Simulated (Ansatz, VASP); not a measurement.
**Two plane-wave programs on HfO2**

```xyz
12
Lattice="5.2195 0.0000 0.0000 0.0000 5.0048 0.0000 0.0000 0.0000 5.0327" Properties=species:S:1:pos:R:3 pbc="T T T"
Hf    5.0472    3.6661    3.7314
Hf    2.7820    3.6661    1.2151
Hf    2.4375    1.3387    3.7314
Hf    0.1723    1.3387    1.2151
O     3.2994    4.6477    4.4251
O     4.5298    4.6477    1.9087
O     1.2211    2.7020    2.4776
O     1.3886    2.7020    4.9939
O     3.9984    2.3028    4.9939
O     3.8308    2.3028    2.4776
O     0.6896    0.3571    4.4251
O     1.9201    0.3571    1.9087
```

Measurements of this composition are mostly on another form, of space group No. 14.

Alike in both runs: task single point; functional PBE; k mesh 5 × 6 × 5; occupations gaussian, width 0.012 eV; no spin polarisation.

```csv
,VASP,Ansatz
version,VASP 6.6.1,Ansatz 0.2.0
potentials or method,"VASP PAW PBE potentials, release 64 (Hf_pv, O)",Ansatz PAW
plane-wave cutoff (eV),520,420
valence electrons in the cell,88,152
```

|  | VASP | Ansatz | Ansatz less VASP |
| --- | --- | --- | --- |
| gap on the k mesh at the Fermi level (eV) | 4.44 | 4.48 | +0.045 |
| least direct gap on the mesh (eV) | 4.65 | 4.68 | +0.037 |
| pressure (GPa) | 6.3 | 9.8 | +3.42 |
| largest component of the traceless stress (GPa) | 0.18 | 0.25 | +0.070 |
| rms of the force components (eV/Å) | 0.031 | 0.055 | +0.0243 |

Atom by atom the forces differ by 0.029 eV/Å (rms over components). With one functional, cell and mesh, what is left measures potentials, basis and numerics. The two sets of potentials don't hold the same shells in valence.

Caveats: spin-orbit coupling is left out, which moves the levels of the heavy elements; an odd mesh through Γ misses points on the zone boundary, where band edges often lie (VASP); odd divisions of the mesh miss points on the zone boundary, where band edges often lie, so the gap on the mesh can be too wide (Ansatz); the pressure holds a Pulay correction of +0.8 GPa for the finite cutoff (Ansatz). A hybrid or GW would open this gap; PBE tends to underestimate it.
